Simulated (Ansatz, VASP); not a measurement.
## One calculation of NaH, two programs

```
Na H
1.0
    -0.03660    2.44000    2.44000
     2.44000   -0.03660    2.44000
     2.40340    2.40340    0.00000
Na H
1 1
Direct
  0.00000 0.00000 0.00000
  0.50000 0.50000 0.50000
```

Change from the starting cell: xy shear strain of -3 %, PAW files.

Alike in both runs: task electric field gradients; functional PBE; k mesh 9 × 9 × 9; occupations fermi-dirac, width 0.02 eV; no spin polarisation.

|  | VASP | Ansatz |
| --- | --- | --- |
| version | VASP 6.6.1 | Ansatz 0.2.0 |
| potentials or method | VASP PAW PBE potentials, release 64 (Na_pv, H) | PAW with Ansatz's default frozen-core files, scalar-relativistic |
| plane-wave cutoff (eV) | 520 | 420 |
| valence electrons in the cell | 8 | 10 |

```csv
,VASP,Ansatz,Ansatz less VASP
gap on the k mesh at the Fermi level (eV),3.90,3.90,+0.001
pressure (GPa),-0.7,-0.7,+0.04
largest component of the traceless stress (GPa),0.66,0.66,-0.002
Vzz of the field gradient on the site that differs most (V/Å²),-0.1,0.0,+0.12
```

With one functional, cell and mesh, what is left measures potentials, basis and numerics. The two sets of potentials don't hold the same shells in valence.

Caveats: an odd mesh through Γ misses points on the zone boundary, where band edges often lie.
